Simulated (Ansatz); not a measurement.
## Pb under compression and expansion

```
Pb
1.0
     0.00000    2.46980    2.46980
     2.46980    0.00000    2.46980
     2.46980    2.46980    0.00000
Pb
1
Direct
  0.00000 0.00000 0.00000
```

Conventional cell: a = 4.940 Å, b = 4.940 Å, c = 4.940 Å, α = 90.00°, β = 90.00°, γ = 90.00°. Around Pb (atom 1) lie 12 Pb at 3.49 Å.

Structure: COD 9012959, as refined from experiment and not relaxed. It is an old determination, and later ones may differ.

Spin–orbit coupling is left out, though it moves levels of the heavy atoms by tenths of an eV or more.

All numbers are computed: DFT, PBE, all-electron LAPW, scalar-relativistic (Ansatz 0.2.0); DFT, PBE, PAW with Ansatz's default frozen-core files, scalar-relativistic (Ansatz 0.2.0).

For LAPW: a Γ-centred 13×13×13 k mesh, Fermi–Dirac smearing of 0.08 eV, basis error target 0.25 meV/atom, no spin polarisation. PAW takes a cutoff of 420 eV at this cell. The Ansatz runs share mesh, smearing and spin set-up. Plane-wave (PAW) pressures include the program's estimate of the Pulay term.

The cell above is scaled evenly, with fractional coordinates and shape held.

```csv
V/V(cell),V (Å³/atom),"P, LAPW (GPa)","P, PAW (GPa)","free energy over the lowest listed, PAW (meV/atom)"
0.9600,28.926,?,?,?
0.9800,29.529,3.86,3.85,25.9
1.0000,30.131,2.77,2.76,13.5
1.0200,30.734,1.79,1.78,5.0
1.0400,31.336,0.91,0.91,0.0
```

**Question.** Fill in the row V/V(cell) = 0.9600.

**Answer.** P, LAPW (GPa) = 5.09, P, PAW (GPa) = 5.08, free energy over the lowest listed, PAW (meV/atom) = 42.7.
